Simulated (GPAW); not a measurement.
# CdS (Greenockite) (P6_3mc) in GPAW: notebook

One crystal, CdS (Greenockite), is run at these levels: SCAN, revPBE+D3(BJ); tasks: relaxation of cell and atoms.

All numbers are computed with GPAW 26.7.0; they aren't measurements. Logs are shortened: lines on timing, memory, paths and dates and some standing lists are left out, and cuts for length are marked. The log counts tension as positive stress, the text compression.

### 1 The crystal as given

The structure is hexagonal, space group P6_3mc (No. 186). The conventional cell has a = 4.150 Å, b = 4.150 Å, c = 6.737 Å, α = 90.00°, β = 90.00°, γ = 120.00°. Around Cd (site symmetry 3m) lie 4 S at 2.53 to 2.54 Å. S (site symmetry 3m) is surrounded by 4 Cd at 2.53 to 2.54 Å.

### 2 Relaxation of cell and atoms, SCAN, target pressure 5 GPa, at which the enthalpy is minimised

run.py reads:

```python
from ase.filters import FrechetCellFilter
from ase.io import read, write
from ase.optimize import LBFGS
from ase.units import GPa
from gpaw import GPAW, PW

atoms = read('CdS.cif')

calc = GPAW(mode=PW(600),
            xc='MGGA_X_SCAN+MGGA_C_SCAN',
            kpts={'size': (5, 5, 3), 'gamma': True},
            occupations={'name': 'fermi-dirac', 'width': 0.05},
            nbands=31,
            convergence={'density': 1e-06, 'energy': 1e-06, 'eigenstates': 1e-10},
            maxiter=150,
            txt='gpaw.txt')
atoms.calc = calc
opt = LBFGS(FrechetCellFilter(atoms, scalar_pressure=5 * GPa), trajectory='relax.traj', logfile='-')
done = opt.run(fmax=0.01, steps=60)
calc.write('gs.gpw')
write('result.traj', atoms)
print('Converged:', done)
print('Cell:', atoms.cell.cellpar().round(4))
print('Volume:', round(atoms.get_volume(), 4))
print(atoms.get_scaled_positions().round(5))
```

CdS.cif reads:

```cif
data_CdS
_cell_length_a 4.15000000
_cell_length_b 4.15000000
_cell_length_c 6.73700000
_cell_angle_alpha 90.00000000
_cell_angle_beta 90.00000000
_cell_angle_gamma 120.00000000
_space_group_name_H-M_alt 'P6_3mc'
_space_group_name_Hall 'P 6c -2c'
_space_group_IT_number 186
loop_
_space_group_symop_operation_xyz
'x,y,z'
'x-y,x,z+1/2'
'-y,x-y,z'
'-x,-y,z+1/2'
'-x+y,-x,z'
'y,-x+y,z+1/2'
'y,x,z+1/2'
'x,x-y,z'
'x-y,-y,z+1/2'
'-y,-x,z'
'-x,-x+y,z+1/2'
'-x+y,y,z'
loop_
_atom_site_label
_atom_site_type_symbol
_atom_site_symmetry_multiplicity
_atom_site_Wyckoff_symbol
_atom_site_fract_x
_atom_site_fract_y
_atom_site_fract_z
_atom_site_occupancy
Cd1 Cd 2 b 0.6666666667 0.3333333333 0.5000000000 1
S1 S 2 b 0.6666666667 0.3333333333 0.8750000000 1
```

Potentials or basis: GPAW PAW data sets (gpaw-data 1.2.1), pw.

On the command line:

```bash
> OMP_NUM_THREADS=1 python run.py
```

gpaw.txt:

```text
__  _  _
 | _ |_)|_||  |
 |__||  | ||/\| - 26.7.0

Input parameters:
  mode=PW(ecut=600.0),
  convergence={'density': 1e-06, 'energy': 1e-06, 'eigenstates': 1e-10},
  kpts=MonkhorstPack(size=(5, 5, 3), gamma=True),
  maxiter=150,
  nbands=31,
  occupations=Occupations(name='fermi-dirac', width=0.05),
  xc=XC(name='MGGA_X_SCAN+MGGA_C_SCAN')

Diagonalizing LCAO Hamiltonian
Converting LCAO to pw mode

            S

            Cd
        S

        Cd

Atoms  # Å, Bohr magnetons
|   | symbol |        x |        y |        z |    initial magnetic moments |
|---|--------|----------|----------|----------|-----------------------------|
| 0 |     Cd | 2.075000 | 1.198002 | 3.368500 | ( 0.0000,  0.0000,  0.0000) |
| 1 |     Cd | 0.000000 | 2.396004 | 0.000000 | ( 0.0000,  0.0000,  0.0000) |
| 2 |      S | 2.075000 | 1.198002 | 5.894875 | ( 0.0000,  0.0000,  0.0000) |
| 3 |      S | 0.000000 | 2.396004 | 2.526375 | ( 0.0000,  0.0000,  0.0000) |

Unit cell  # Å
| periodic |         x |        y |        z |  lengths |     angles |
|----------|-----------|----------|----------|----------|------------|
|      yes |  4.150000 | 0.000000 | 0.000000 | 4.150000 |  90.000000 |
|      yes | -2.075000 | 3.594005 | 0.000000 | 4.150000 |  90.000000 |
|      yes |  0.000000 | 0.000000 | 6.737000 | 6.737000 | 120.000000 |

Number of symmetries: 6
Symmetry operations  # r_c * U_cc + t_c -> r_c
|   | kind |            matrix            |
|---|------|------------------------------|
| 0 |  σ   |  1, 1, 0,  0,-1, 0,  0, 0, 1 |
| 1 |  E   |  1, 0, 0,  0, 1, 0,  0, 0, 1 |
| 2 |  C3  |  0, 1, 0, -1,-1, 0,  0, 0, 1 |
| 3 |  σ   |  0,-1, 0, -1, 0, 0,  0, 0, 1 |
| 4 |  σ   | -1, 0, 0,  1, 1, 0,  0, 0, 1 |
| 5 |  C3  | -1,-1, 0,  1, 0, 0,  0, 0, 1 |

BZ-sampling:
  Number of BZ points: 75
  Number of IBZ points: 12

  Monkhorst-Pack size: [5, 5, 3]
  Monkhorst-Pack shift: [0, 0, 0]

K-points  # in reciprocal-cell coordinates
|     |                                coordinates |     weight |
|-----|--------------------------------------------|------------|
|   0 | (  0.00000000,   0.00000000,   0.00000000) | 0.01333333 |
|   1 | (  0.00000000,   0.00000000,   0.33333333) | 0.02666667 |
|   2 | (  0.20000000,   0.00000000,  -0.33333333) | 0.08000000 |
|   3 | (  0.20000000,   0.00000000,   0.00000000) | 0.08000000 |
|   4 | (  0.20000000,   0.00000000,   0.33333333) | 0.08000000 |
|   5 | (  0.40000000,  -0.20000000,   0.00000000) | 0.08000000 |
|   6 | (  0.40000000,  -0.20000000,   0.33333333) | 0.16000000 |
|   7 | (  0.40000000,   0.00000000,  -0.33333333) | 0.08000000 |
|   8 | (  0.40000000,   0.00000000,   0.00000000) | 0.08000000 |
|   9 | (  0.40000000,   0.00000000,   0.33333333) | 0.08000000 |
| ... |                                            |            |
|  11 | (  0.40000000,   0.40000000,   0.33333333) | 0.16000000 |

Plane wave coefficients: 3372
Cutoff: 600.0 eV

Spin-components: 1 (collinear spins)
Bands:           31
Projectors:      22
Spin-degeneracy: 2
Datatype:        complex128
[... 134 lines left out ...]
Fermi level: 3.960
Eigenvalues  # (at kpt = [0.000, 0.000, 0.000])
| band index |      eig [eV] | occ [0-2] |
|------------|---------------|-----------|
|          0 |        -9.697 |     2.000 |
|        ... |               |           |
|         10 |        -4.134 |     2.000 |
|         11 |        -3.808 |     2.000 |
|         12 |        -1.258 |     2.000 |
|         13 |         2.384 |     2.000 |
|         14 |         2.384 |     2.000 |
|         15 |         3.123 |     2.000 |
[... 8 lines left out ...]
|         24 |        11.217 |     0.000 |
|         25 |        11.217 |     0.000 |
|        ... |               |           |
|         30 |        15.192 |     0.000 |

Gap: 1.541 eV
Transition (v -> c):
  (s=0, k=0, n=17, [0.00, 0.00, 0.00]) -> (s=0, k=0, n=18, [0.00, 0.00, 0.00])
No difference between direct/indirect transitions

Stress tensor  # eV/Ang^3
|         x |         y |         z |
|-----------|-----------|-----------|
|  0.001159 | -0.000000 |  0.000000 |
| -0.000000 |  0.001159 |  0.000000 |
|  0.000000 |  0.000000 | -0.002446 |

Forces  # eV/Ang
|        x |       y |        z |
|----------|---------|----------|
| -0.00000 | 0.00000 | -0.06081 |  # Cd   0
| -0.00000 | 0.00000 | -0.06077 |  # Cd   1
| -0.00000 | 0.00000 |  0.07757 |  # S    2
|  0.00000 | 0.00000 |  0.07758 |  # S    3

Interpolating wave functions to new cell

            S

            Cd
        S

        Cd

Atoms  # Å, Bohr magnetons
|   | symbol |        x |        y |         z |    initial magnetic moments |
|---|--------|----------|----------|-----------|-----------------------------|
| 0 |     Cd | 2.068983 | 1.194528 |  3.358953 | ( 0.0000,  0.0000,  0.0000) |
| 1 |     Cd | 0.000000 | 2.389056 | -0.000866 | ( 0.0000,  0.0000,  0.0000) |
| 2 |      S | 2.068983 | 1.194528 |  5.880789 | ( 0.0000,  0.0000,  0.0000) |
| 3 |      S | 0.000000 | 2.389056 |  2.520970 | ( 0.0000,  0.0000,  0.0000) |

Unit cell  # Å
| periodic |         x |         y |         z |  lengths |     angles |
|----------|-----------|-----------|-----------|----------|------------|
|      yes |  4.137967 |  0.000000 | -0.000000 | 4.137967 |  90.000000 |
|      yes | -2.068983 |  3.583584 | -0.000000 | 4.137967 |  90.000000 |
|      yes | -0.000000 | -0.000000 |  6.719638 | 6.719638 | 120.000000 |

Number of symmetries: 6
Symmetry operations  # r_c * U_cc + t_c -> r_c
|   | kind |            matrix            |
|---|------|------------------------------|
| 0 |  σ   |  1, 1, 0,  0,-1, 0,  0, 0, 1 |
| 1 |  E   |  1, 0, 0,  0, 1, 0,  0, 0, 1 |
| 2 |  C3  |  0, 1, 0, -1,-1, 0,  0, 0, 1 |
| 3 |  σ   |  0,-1, 0, -1, 0, 0,  0, 0, 1 |
| 4 |  σ   | -1, 0, 0,  1, 1, 0,  0, 0, 1 |
| 5 |  C3  | -1,-1, 0,  1, 0, 0,  0, 0, 1 |

BZ-sampling:
  Number of BZ points: 75
  Number of IBZ points: 12

  Monkhorst-Pack size: [5, 5, 3]
  Monkhorst-Pack shift: [0, 0, 0]
[... 1153 lines left out ...]
Fermi level: 4.824
Eigenvalues  # (at kpt = [0.000, 0.000, 0.000])
| band index |      eig [eV] | occ [0-2] |
|------------|---------------|-----------|
|          0 |        -9.378 |     2.000 |
|        ... |               |           |
|         10 |        -3.512 |     2.000 |
|         11 |        -3.130 |     2.000 |
|         12 |        -0.911 |     2.000 |
|         13 |         3.074 |     2.000 |
|         14 |         3.074 |     2.000 |
|         15 |         3.891 |     2.000 |
[... 8 lines left out ...]
|         24 |        12.029 |     0.000 |
|         25 |        12.222 |     0.000 |
|        ... |               |           |
|         30 |        16.056 |     0.000 |

Gap: 1.703 eV
Transition (v -> c):
  (s=0, k=0, n=17, [0.00, 0.00, 0.00]) -> (s=0, k=0, n=18, [0.00, 0.00, 0.00])
No difference between direct/indirect transitions

Stress tensor  # eV/Ang^3
|         x |         y |         z |
|-----------|-----------|-----------|
| -0.031113 |  0.000000 |  0.000000 |
|  0.000000 | -0.031113 | -0.000000 |
|  0.000000 | -0.000000 | -0.031473 |

Forces  # eV/Ang
|        x |        y |       z |
|----------|----------|---------|
|  0.00000 |  0.00000 | 0.00776 |  # Cd   0
|  0.00000 |  0.00000 | 0.00778 |  # Cd   1
|  0.00000 | -0.00000 | 0.01000 |  # S    2
| -0.00000 | -0.00000 | 0.00999 |  # S    3

# Writing to gs.gpw (mode='')
```

stdout:

```text
Step          Energy          fmax
LBFGS:    0      -70.149265        0.813075
LBFGS:    1      -70.174152        0.720051
LBFGS:    2      -70.258522        0.076259
LBFGS:    3      -70.259341        0.036883
LBFGS:    4      -70.259407        0.030923
LBFGS:    5      -70.259491        0.009781
Converged: True
Cell: [  4.0527   4.0527   6.5906  90.      90.     120.    ]
Volume: 93.7439
[[0.66667 0.33333 0.49954]
 [0.33333 0.66667 0.99954]
 [0.66667 0.33333 0.87603]
 [0.33333 0.66667 0.37603]]
```

Wall time 5 min (1 thread of AMD EPYC 9R14 (Zen 4), shared host); peak memory 0.8 GiB.

What came out:

- Free energy: -73.1850 eV
- Relaxed volume: 23.44 Å³/atom
- Relaxed cell: a = 4.053 Å, b = 4.053 Å, c = 6.591 Å, α = 90.00°, β = 90.00°, γ = 120.00°
- Space group after relaxing (to 0.05 Å): P6_3mc (No. 186)
- Energy change on relaxing (the enthalpy is what falls): +25.0 meV/atom
- Ionic steps: 6
- Pressure after relaxing: 5.0 GPa
- Largest force after relaxing: 0.010 eV/Å
- Band gap on the k mesh: 1.70 eV, direct

Forces on the atoms (eV/Å):
```
Cd  0.000 0.000 0.008
Cd  0.000 0.000 0.008
S   0.000 0.000 0.010
S   0.000 0.000 0.010
```

Step by step:
| step | energy change (eV) | largest force (eV/Å) | pressure (GPa) | volume (Å³) |
| --- | --- | --- | --- | --- |
| 1 | 0.0000 | 0.0776 | 0.01 | 100.48 |
| 2 | 0.0013 | 0.0661 | 0.53 | 99.64 |
| 3 | 0.1141 | 0.0557 | 5.38 | 93.32 |
| 4 | 0.0980 | 0.0377 | 4.94 | 93.82 |
| 5 | 0.0985 | 0.0316 | 4.96 | 93.80 |
| 6 | 0.1001 | 0.0100 | 5.00 | 93.74 |

Final structure:
```
CELL_PARAMETERS angstrom
4.05271 0.00000 0.00000
-2.02635 3.50975 0.00000
0.00000 0.00000 6.59055
ATOMIC_POSITIONS crystal
Cd 0.66667 0.33333 0.49954
Cd 0.33333 0.66667 0.99954
S 0.66667 0.33333 0.87603
S 0.33333 0.66667 0.37603
```

Caveat: later steps reuse the first step's grids; the PAW data sets were made with another functional, which shifts forces and pressure a little. SCAN opens gaps a little over a GGA but as a rule still falls short of measured ones.

### 3 Relaxation of cell and atoms, revPBE+D3(BJ)

run.py reads:

```python
from ase.calculators.mixing import SumCalculator
from ase.filters import FrechetCellFilter
from ase.io import read, write
from ase.optimize import BFGS
from dftd3.ase import DFTD3
from gpaw import GPAW, PW

atoms = read('CdS.cif')

calc = GPAW(mode=PW(600),
            xc='revPBE',
            kpts={'size': (5, 5, 3), 'gamma': True},
            occupations={'name': 'fermi-dirac', 'width': 0.05},
            nbands=31,
            convergence={'density': 1e-05, 'energy': 1e-05},
            maxiter=150,
            txt='gpaw.txt')
atoms.calc = SumCalculator([calc, DFTD3(method='revpbe', damping='d3bj')])
opt = BFGS(FrechetCellFilter(atoms), trajectory='relax.traj', logfile='-')
done = opt.run(fmax=0.05, steps=100)
calc.write('gs.gpw')
write('result.traj', atoms)
print('Converged:', done)
print('Cell:', atoms.cell.cellpar().round(4))
print('Volume:', round(atoms.get_volume(), 4))
print(atoms.get_scaled_positions().round(5))
```

CdS.cif is that of step 2.

Potentials or basis: the program's PAW data sets (release 1.2.1) made for this functional, pw.

On the command line:

```bash
> OMP_NUM_THREADS=1 python run.py
```

Run time: 34 s. Hardware: 1 thread of AMD EPYC 9R14 (Zen 4), shared host; peak memory 0.23 GiB.

Results (log left out):

* Free energy: -13.8322 eV
* Relaxed volume: 24.83 Å³/atom
* Relaxed cell: a = 4.130 Å, b = 4.130 Å, c = 6.723 Å, α = 90.00°, β = 90.00°, γ = 120.00°
* Space group after relaxing (to 0.05 Å): P6_3mc (No. 186)
* Energy gained by relaxing: 1.0 meV/atom
* Ionic steps: 3
* Pressure after relaxing: -0.1 GPa
* Largest force after relaxing: 0.030 eV/Å
* Band gap on the k mesh: 1.34 eV, direct
* Dispersion energy per atom: -0.590 eV

Forces on the atoms (eV/Å):
```
Cd   0.000  0.000  0.030
Cd   0.000  0.000  0.029
S    0.000  0.000 -0.030
S    0.000  0.000 -0.029
```

Stress tensor (GPa, compression positive):
```
-0.07  0.00  0.00
 0.00 -0.07  0.00
 0.00  0.00 -0.29
```

The path:
| step | energy change (eV) | largest force (eV/Å) | pressure (GPa) | volume (Å³) |
| --- | --- | --- | --- | --- |
| 1 | 0.0000 | 0.0631 | -0.81 | 100.48 |
| 2 | -0.0009 | 0.0512 | -0.74 | 100.35 |
| 3 | -0.0039 | 0.0297 | -0.14 | 99.32 |

Final structure:
```yaml
crystal:
  lattice:
    - [4.13015, 0.00000, 0.00000]
    - [-2.06507, 3.57681, 0.00000]
    - [0.00000, 0.00000, 6.72345]
  atoms:
    - { symbol: Cd, position: [0.66667, 0.33333, 0.49897] }
    - { symbol: Cd, position: [0.33333, 0.66667, 0.99897] }
    - { symbol: S, position: [0.66667, 0.33333, 0.87604] }
    - { symbol: S, position: [0.33333, 0.66667, 0.37603] }
```

Levels at points of the mesh, in eV from the valence-band top:
| k point | band 15 | band 16 | band 17 | band 18 | band 19 | band 20 | band 21 | band 22 |
| --- | --- | --- | --- | --- | --- | --- | --- | --- |
| (0.00, 0.00, 0.00) | -0.76 | -0.05 | 0.00 | 0.00 | 1.34 | 2.88 | 6.50 | 6.50 |

Caveat: later steps reuse the first step's grids.
